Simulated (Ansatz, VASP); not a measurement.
# One calculation of Sb, two programs

```
Sb
1.0
     3.09206    0.00000    0.00000
     0.00000    3.09206    0.00000
     0.00000    0.00000    3.09206
Sb
1
Direct
  0.00000 0.00000 0.00000
```

Alike in both runs: task single point; functional PBEsol; k mesh 14 × 14 × 14; occupations gaussian, width 0.1 eV; no spin polarisation.

|  | VASP | Ansatz |
| --- | --- | --- |
| version | VASP 6.6.1 | Ansatz 0.2.0 |
| potentials or method | VASP PAW PBE potentials, release 64 (Sb) | scalar-relativistic, plane waves, PAW |
| plane-wave cutoff (eV) | 520 | 420 |
| valence electrons in the cell | 5 | 15 |

Ansatz gave:

* gap on the k mesh at the Fermi level (eV): none
* pressure (GPa): -1.7

Which values does VASP return?

gap on the k mesh at the Fermi level (eV): none; pressure (GPa): -1.6.

A gap of «none» marks a metal or a gap that the smearing closes. The two sets of potentials don't hold the same shells in valence.

Caveats: the PAW data sets were made with another functional, which shifts forces and pressure a little (VASP). The runs have no spin-orbit coupling, so splittings on Sb are missing.
